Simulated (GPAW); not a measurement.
WC (Qusongite):

```
CELL_PARAMETERS angstrom
2.90650 0.00000 0.00000
-1.45325 2.51710 0.00000
0.00000 0.00000 2.83660
ATOMIC_POSITIONS crystal
W 0.00000 0.00000 0.00000
C 0.66667 0.33333 0.50000
```

Base run:

```yaml
Program: GPAW 26.7.0
Functional: r2SCAN
Potentials_or_basis: GPAW PAW data sets (gpaw-data 1.2.1)
Cutoff: 800 eV
Basis: pw
k_mesh: 9 × 9 × 8
Occupations: fermi-dirac, width 0.05 eV
Spin: no spin polarisation
Hubbard_terms: W d U = 1 eV
```

Its results: band gap on the k mesh none (metal or under the smearing width); pressure 2.1 GPa.

After a change of settings the same cell gave: band gap on the k mesh none (metal or under the smearing width); pressure 4.3 GPa. Which change was it?
A. hubbard terms from W d U = 1 eV to none
B. hubbard terms from W d U = 1 eV to W d U = 3 eV
C. hubbard terms from W d U = 1 eV to W d U = 6 eV

B.

Caveats: the PAW data sets were made with another functional, which shifts forces and pressure a little; U without spin polarisation on a metal has little footing; the U is typed as a test and isn't derived for this compound.

Runs at the PBE level aren't shown here.
